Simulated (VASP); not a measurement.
**BP in VASP 6.6.1, single-point calculation**

INCAR

```
ISIF = 2
NELM = 100
NELMIN = 8
NBANDS = 11
LREAL = .FALSE.
LASPH = .TRUE.
PREC = Accurate
LCHARG = .FALSE.
ENCUT = 520
GGA = 91
SIGMA = 0.02
NSW = 0
ISMEAR = -1
LWAVE = .FALSE.
EDIFF = 1E-7
IBRION = -1
```

KPOINTS

```
KPOINTS created by Atomic Simulation Environment
0
Gamma
10 10 10
0 0 0
```

POSCAR

```
B  P
 1.0000000000000000
     0.0000000000000000    2.2909988256000000    2.2909988256000000
     2.2909988256000000    0.0000000000000000    2.2909988256000000
     2.2909988256000000    2.2909988256000000    0.0000000000000000
 B   P
   1   1
Cartesian
  0.0000000000000000  0.0000000000000000  0.0000000000000000
  1.1454994128000000  1.1454994128000000  1.1454994128000000
```

The recommended PBE PAW datasets give the neutral cell 8 valence electrons.

Command

```
mpirun -np 1 vasp_std
```

How does this run end, and what does it give?

It converged. Results: gap between bands v and c on the k mesh 1.31 eV; least direct gap on the k mesh 3.39 eV; pressure -3.4 GPa. Band v is the last that the valence electrons fill when counted band by band, and c is the next.

OSZICAR

```
N       E                     dE             d eps       ncg     rms          rms(c)
DAV:   1     0.914491557114E+01    0.91449E+01   -0.39955E+03  1034   0.655E+02
DAV:   2    -0.129131239848E+02   -0.22058E+02   -0.20917E+02  1363   0.107E+02
DAV:   3    -0.135694170416E+02   -0.65629E+00   -0.65464E+00  1308   0.162E+01
DAV:   4    -0.135718516212E+02   -0.24346E-02   -0.24343E-02  1185   0.119E+00
DAV:   5    -0.135718658742E+02   -0.14253E-04   -0.14253E-04  1290   0.888E-02    0.662E+00
DAV:   6    -0.130173691471E+02    0.55450E+00   -0.12938E+00  1157   0.482E+00    0.356E+00
DAV:   7    -0.129322522506E+02    0.85117E-01   -0.20932E-01  1283   0.226E+00    0.126E+00
DAV:   8    -0.129243673932E+02    0.78849E-02   -0.26376E-02  1202   0.902E-01    0.195E-01
DAV:   9    -0.129246155842E+02   -0.24819E-03   -0.68425E-04  1203   0.177E-01    0.130E-01
DAV:  10    -0.129247571186E+02   -0.14153E-03   -0.21037E-04  1146   0.898E-02    0.276E-02
DAV:  11    -0.129247647233E+02   -0.76047E-05   -0.80312E-06  1337   0.188E-02    0.328E-02
DAV:  12    -0.129247654981E+02   -0.77473E-06   -0.42351E-06  1154   0.956E-03    0.142E-02
DAV:  13    -0.129247654224E+02    0.75650E-07   -0.11641E-07   891   0.231E-03
   1 F= -.12924765E+02 E0= -.12924765E+02  d E =-.337030E-12
```

For comparison, a separate PBE run of the intended cell, on usual settings and not on those above, gives a gap of 1.28 eV on its mesh and a pressure of -3.6 GPa.
